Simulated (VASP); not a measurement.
# SiC (Moissanite 3C) (F-43m) in VASP: settings compared, part 2 of 2

VASP 6.6.1. The steps go on from the part before.

## (3) Relaxation of cell and atoms, rev-vdW-DF2

Input file INCAR:

```
SYSTEM = SiC
PREC = Accurate ; ENCUT = 600
EDIFF = 1E-6 ; ISMEAR = -1
SIGMA = 0.05 ; LREAL = .FALSE.
LASPH = .TRUE. ; NELM = 60
ALGO = Normal ; ISIF = 3
LWAVE = .FALSE. ; LCHARG = .FALSE.
GGA = MK ; LUSE_VDW = .TRUE.
AGGAC = 0.0 ; PARAM1 = 0.1234
PARAM2 = 0.711357 ; ZAB_VDW = -1.8867
IBRION = 2 ; NSW = 60
EDIFFG = -0.01
```

Input file KPOINTS:

```
regular mesh
0
G
  10 10 10
  0 0 0
```

Input file POSCAR:

```
SiC
1.0
    0.0000000000      2.1790000000      2.1790000000
    2.1790000000      0.0000000000      2.1790000000
    2.1790000000      2.1790000000      0.0000000000
Si C
1 1
Direct
    0.0000000000      0.0000000000      0.0000000000
    0.7500000000      0.7500000000      0.7500000000
```

Potentials or basis: VASP PAW PBE potentials, release 64 (Si, C).

Started as:

```bash
cat potpaw_PBE.64/Si/POTCAR potpaw_PBE.64/C/POTCAR > POTCAR
mpirun -np 1 vasp_std > vasp.out
```

OUTCAR:

```text
SYSTEM = SiC
   PREC = Accurate
   ENCUT = 600
   EDIFF = 1E-6
   ISMEAR = -1
   LREAL = .FALSE.
   LASPH = .TRUE.
   NELM = 60
   ISIF = 3
   GGA = MK
   IBRION = 2
   NSW = 60
   EDIFFG = -0.01

 ion  position               nearest neighbor table
   1  0.000  0.000  0.000-   2 1.89   2 1.89   2 1.89   2 1.89
   2  0.750  0.750  0.750-   1 1.89   1 1.89   1 1.89   1 1.89

  LATTYP: Found a face centered cubic cell.
 ALAT       =     4.3580000000

  Lattice vectors:

 A1 = (   0.0000000000,   2.1790000000,   2.1790000000)
 A2 = (   2.1790000000,   0.0000000000,   2.1790000000)
 A3 = (   2.1790000000,   2.1790000000,   0.0000000000)

Analysis of symmetry for initial positions (statically):
=====================================================================
 Subroutine PRICEL returns:
 Original cell was already a primitive cell.

 Routine SETGRP: Setting up the symmetry group for a
 face centered cubic supercell.

 Subroutine GETGRP returns: Found 24 space group operations
 (whereof 24 operations were pure point group operations)
 out of a pool of 48 trial point group operations.

The static configuration has the point symmetry T_d .

Analysis of symmetry for dynamics (positions and initial velocities):
=====================================================================
 Subroutine PRICEL returns:
 Original cell was already a primitive cell.

 Routine SETGRP: Setting up the symmetry group for a
 face centered cubic supercell.

 Subroutine GETGRP returns: Found 24 space group operations
 (whereof 24 operations were pure point group operations)
 out of a pool of 48 trial point group operations.

The dynamic configuration has the point symmetry T_d .

 Subroutine INISYM returns: Found 24 space group operations
 (whereof 24 operations are pure point group operations),
 and found     1 'primitive' translations

----------------------------------------------------------------------------------------

                                     Primitive cell

  volume of cell :      20.6920

  direct lattice vectors                    reciprocal lattice vectors
     0.000000000  2.179000000  2.179000000    -0.229463056  0.229463056  0.229463056
     2.179000000  0.000000000  2.179000000     0.229463056 -0.229463056  0.229463056
     2.179000000  2.179000000  0.000000000     0.229463056  0.229463056 -0.229463056

  length of vectors
     3.081571352  3.081571352  3.081571352     0.397441672  0.397441672  0.397441672

  position of ions in fractional coordinates (direct lattice)
     0.000000000  0.000000000  0.000000000
     0.750000000  0.750000000  0.750000000

  ion indices of the primitive-cell ions
   primitive index   ion index
                 1           1
                 2           2

----------------------------------------------------------------------------------------

 KPOINTS: regular mesh

Automatic generation of k-mesh.
 Grid dimensions read from file:
 generate k-points for:   10   10   10

 Generating k-lattice:

[... 44 lines left out ...]
   number of dos      NEDOS =    301   number of ions     NIONS =      2
   total plane-waves  NPLWV =  21952
   dimension x,y,z NGX =    28 NGY =   28 NGZ =   28
   dimension x,y,z NGXF=    56 NGYF=   56 NGZF=   56
   ions per type =               1   1
   NGX,Y,Z   is equivalent  to a cutoff of  15.11, 15.11, 15.11 a.u.
   NGXF,Y,Z  is equivalent  to a cutoff of  30.21, 30.21, 30.21 a.u.
 SYSTEM =  SiC
   PREC   = accura    normal or accurate (medium, high low for compatibility)
   ISTART =      0    job   : 0-new  1-cont  2-samecut
   ICHARG =      2    charge: 1-file 2-atom 10-const
   ISPIN  =      1    spin polarized calculation?
   LNONCOLLINEAR =      F non collinear calculations
   LSORBIT =      F    spin-orbit coupling
   LASPH  =      T    aspherical Exc in radial PAW
   ENCUT  =  600.0 eV  44.10 Ry    6.64 a.u.   6.15  6.15  6.15*2*pi/ulx,y,z
   NELM   =     60;   NELMIN=  2; NELMDL= -5     # of ELM steps
   EDIFF  = 0.1E-05   stopping-criterion for ELM
   LREAL  =      F    real-space projection
   EDIFFG = -.1E-01   stopping-criterion for IOM
   NSW    =     60    number of steps for IOM
   IBRION =      2    ionic relax: 0-MD 1-quasi-New 2-CG
   NFREE  =      1    steps in history (QN), initial steepest desc. (CG)
   ISIF   =      3    stress and relaxation
   ISYM   =      2    0-nonsym 1-usesym 2-fastsym
   POTIM  = 0.5000    time-step for ionic-motion
   TEBEG  =    0.0;   TEEND  =   0.0 temperature during run
   PSTRESS=    0.0 pullay stress
   NELECT =       8.0000    total number of electrons
   NUPDOWN=      -1.0000    fix difference up-down
   EMIN   =  10.00;   EMAX   =-10.00  energy-range for DOS
   EFERMI =   0.00;   METHOD = LEGACY
   ISMEAR =    -1;   SIGMA  =   0.05  broadening in eV -4-tet -1-fermi 0-gaus
   EFERMI_NEDOS =   21; number of points for ismear=-14 and -15
   IALGO  =     38    algorithm
   IMIX   =      4    mixing-type and parameters
     AMIX     =   0.40;   BMIX     =  1.00
     AMIX_MAG =   1.60;   BMIX_MAG =  1.00
  volume/ion in A,a.u.               =      10.35        69.82
  Fermi-wavevector in a.u.,A,eV,Ry     =   1.192626  2.253736 19.352338  1.422357
  Thomas-Fermi vector in A             =   2.328660
   LORBIT       =      0    0 simple, 1 ext, 2 COOP (PROOUT), +10 PAW based schemes
   GGA     = MK    functional components
   LHFCALC =     F    Hartree Fock is set to
   AEXX    =    0.0000 exact exchange contribution
   IVDW_NL    =     1    kernel type
   BPARAM     = 6.3000
   IVDW    =     0    specifies the selected vdW correction
   LEPSILON=     F    determine dielectric tensor
   LRPA    =     F    only Hartree local field effects (RPA)
 conjugate gradient relaxation of ions
 non-spin polarized calculation
  energy-cutoff  :      600.00
  volume of cell :       20.69
 maximum number of plane-waves:       701
 NGX is ok and might be reduce to    28
   NGX = 13   NGY = 13   NGZ = 13

--------------------------------------- Ionic step        1  -------------------------------------------

 number of electron       8.0000000 magnetization

 Free energy of the ion-electron system (eV)
  ---------------------------------------------------
  ext. energy  EPLUGINS =         0.00000000
  ---------------------------------------------------
  free energy    TOTEN  =       -13.23475895 eV

  energy without entropy =      -13.23475894  energy(sigma->0) =      -13.23475895

------------------------ aborting loop because EDIFF is reached ----------------------------------------

  FORCE on cell =-STRESS in cart. coord.  units (eV):
  Direction    XX          YY          ZZ          XY          YZ          ZX
  --------------------------------------------------------------------------------------
  -------------------------------------------------------------------------------------
  Total        0.2613414      0.2613414      0.2613414     -0.0000000     -0.0000000     -0.0000000
  in kB       20.2356470     20.2356470     20.2356470     -0.0000000     -0.0000000     -0.0000000
  external PRESSURE =      20.2356470 kB  Pullay stress =       0.0000000 kB
[... 63 lines left out ...]
--------------------------------------- Ionic step        3  -------------------------------------------

 number of electron       8.0000000 magnetization

 Free energy of the ion-electron system (eV)
  ---------------------------------------------------
  ext. energy  EPLUGINS =         0.00000000
  ---------------------------------------------------
  free energy    TOTEN  =       -13.23595444 eV

  energy without entropy =      -13.23595443  energy(sigma->0) =      -13.23595444

 E-fermi :   8.6754     XC(G=0): -11.3269

 val. band max:        7.9540948802   @ k =   0.0000   0.0000   0.0000
 cond. band min:       9.3590281541   @ k =   0.5000   0.5000   0.0000
 fundamental gap:      1.4049332739
 Fermi energy:         8.6754421511

 k-point     1 :       0.0000    0.0000    0.0000
  band No.  band energies     occupation
      1      -7.3350      2.00000
      2       7.9541      2.00000
      3       7.9541      2.00000
      4       7.9541      2.00000
      5      14.1237      0.00000
      6      15.1995      0.00000
      7      15.1995      0.00000
      8      15.1995      0.00000
[... 243 lines left out ...]
 k-point    24 :       0.4000    0.3000    0.0000
  band No.  band energies     occupation
      1      -4.2183      2.00000
      2       2.4076      2.00000
      3       4.8272      2.00000
      4       5.3471      2.00000
      5      10.8483      0.00000
      6      13.5570      0.00000
      7      19.4662      0.00000
      8      19.7895      0.00000

 [... further k-points ...]

------------------------ aborting loop because EDIFF is reached ----------------------------------------

  FORCE on cell =-STRESS in cart. coord.  units (eV):
  Direction    XX          YY          ZZ          XY          YZ          ZX
  --------------------------------------------------------------------------------------
  -------------------------------------------------------------------------------------
  Total        0.0008358      0.0008358      0.0008358      0.0000000      0.0000000     -0.0000000
  in kB        0.0641251      0.0641251      0.0641251      0.0000000      0.0000000     -0.0000000
  external PRESSURE =       0.0641251 kB  Pullay stress =       0.0000000 kB
[... 21 lines left out ...]
  energy  without entropy=      -13.2359544319  energy(sigma->0) =      -13.23595444

Total vdW correction in eV:      0.8962733

 reached required accuracy - stopping structural energy minimisation
```

OSZICAR:

```text
N       E                     dE             d eps       ncg     rms          rms(c)
DAV:   1     0.859569292653E+01    0.85957E+01   -0.43999E+03   768   0.950E+02
DAV:   2    -0.147159257659E+02   -0.23312E+02   -0.22279E+02  1072   0.115E+02
DAV:   3    -0.151431150531E+02   -0.42719E+00   -0.42719E+00   880   0.193E+01
DAV:   4    -0.151445388384E+02   -0.14238E-02   -0.14238E-02  1128   0.119E+00
[... 18 lines left out ...]
DAV:   1    -0.132365027085E+02   -0.18350E-02   -0.25719E-02   792   0.140E+00    0.174E-01
DAV:   2    -0.132360570798E+02    0.44563E-03   -0.11925E-03   896   0.225E-01    0.854E-02
DAV:   3    -0.132359690041E+02    0.88076E-04   -0.14806E-04   960   0.858E-02    0.241E-02
DAV:   4    -0.132359542603E+02    0.14744E-04   -0.24709E-05   824   0.302E-02    0.940E-03
DAV:   5    -0.132359544427E+02   -0.18236E-06   -0.66262E-07   560   0.673E-03
   3 F= -.13235954E+02 E0= -.13235954E+02  d E =-.119549E-02
```

CONTCAR:

```text
SiC
   1.00000000000000
    -0.0000000000000000    2.1857105413561593    2.1857105413561593
     2.1857105413561593   -0.0000000000000000    2.1857105413561593
     2.1857105413561593    2.1857105413561593   -0.0000000000000000
  Si              C
     1     1
Direct
     0.0000000000000000    0.0000000000000000    0.0000000000000000
     0.7500000000000000    0.7500000000000000    0.7500000000000000

  0.00000000E+00  0.00000000E+00  0.00000000E+00
  0.00000000E+00  0.00000000E+00  0.00000000E+00
```

Run time: 53 s. Hardware: 1 thread of Intel Xeon 6975P-C (Granite Rapids), shared host; peak memory 0.32 GiB.

What came out:

| Property | Result |
| --- | --- |
| Free energy | -13.2360 eV |
| Relaxed volume | 10.44 Å³/atom |
| Relaxed cell | a = 3.091 Å, b = 3.091 Å, c = 3.091 Å, α = 60.00°, β = 60.00°, γ = 60.00° |
| Space group after relaxing (to 0.05 Å) | F-43m (No. 216) |
| Energy gained by relaxing | 0.6 meV/atom |
| Ionic steps | 3 |
| Pressure after relaxing | 0.0 GPa |
| Band gap on the k mesh | 1.40 eV, indirect (least direct gap 4.57 eV) |

Step by step:
```
step  energy change (eV)  largest force (eV/Å)  pressure (GPa)  volume (Å³)
   1              0.0000                0.0000            2.02        20.69
   2              0.0001                0.0000           -2.02        21.09
   3             -0.0012                0.0000            0.01        20.88
```

Final structure:
```
CELL_PARAMETERS angstrom
0.00000 2.18571 2.18571
2.18571 0.00000 2.18571
2.18571 2.18571 0.00000
ATOMIC_POSITIONS crystal
Si 0.00000 0.00000 0.00000
C 0.75000 0.75000 0.75000
```

Levels at points of the mesh, in eV from the valence-band top:
| k point | band 1 | band 2 | band 3 | band 4 | band 5 | band 6 | band 7 | band 8 |
| --- | --- | --- | --- | --- | --- | --- | --- | --- |
| (0.00, 0.00, 0.00) | -15.29 | 0.00 | 0.00 | 0.00 | 6.17 | 7.25 | 7.25 | 7.25 |
| (0.50, 0.00, 0.00) | -11.75 | -8.47 | -1.05 | -1.05 | 5.38 | 7.21 | 7.21 | 10.01 |
| (0.50, 0.50, 0.00) | -10.31 | -7.75 | -3.16 | -3.16 | 1.40 | 4.31 | 13.90 | 13.90 |

Caveat: the PAW data sets were made with another functional, which shifts forces and pressure a little. A k mesh can miss the band edges.
